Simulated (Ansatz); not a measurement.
The system is Si.

```xyz
2
Lattice="-2.3714 2.3714 1.3293 2.3714 -2.3714 1.3293 2.3714 2.3714 -1.3293" Properties=species:S:1:pos:R:3 pbc="T T T"
Si    0.1470    0.0149    1.2993
Si    2.3852   -0.0847    0.6750
```

This isn't the form of Si at room conditions, which is diamond.

The cell isn't the ideal one: atoms moved at random, drawn with an rms of 0.15 Å.

Base run:

| Quantity | Value |
| --- | --- |
| Program | Ansatz 0.2.0 |
| Functional | RPBE |
| Potentials or basis | all-electron PAW datasets made for the crystal |
| Cutoff | 200 eV (chosen from the basis error) |
| k mesh | 11 × 11 × 11 |
| Occupations | gaussian, width 0.05 eV |
| Spin | no spin polarisation |

Its results: pressure 6.6 GPa; largest force 1.166 eV/Å.

**Question.** The run is repeated on the same cell with these changes: functional from RPBE to LDA; potentials or basis from all-electron PAW datasets made for the crystal to all-electron LAPW, scalar-relativistic; cutoff from 200 eV (chosen from the basis error) to 228 eV (chosen from the basis error). What comes out?

**Answer.** Pressure 0.9 GPa; largest force 1.051 eV/Å.

Caveats: forces of over 1 eV/Å show positions far from the minimum, so gaps and moduli don't describe the material at rest.

The runs don't all hold the same shells in valence.
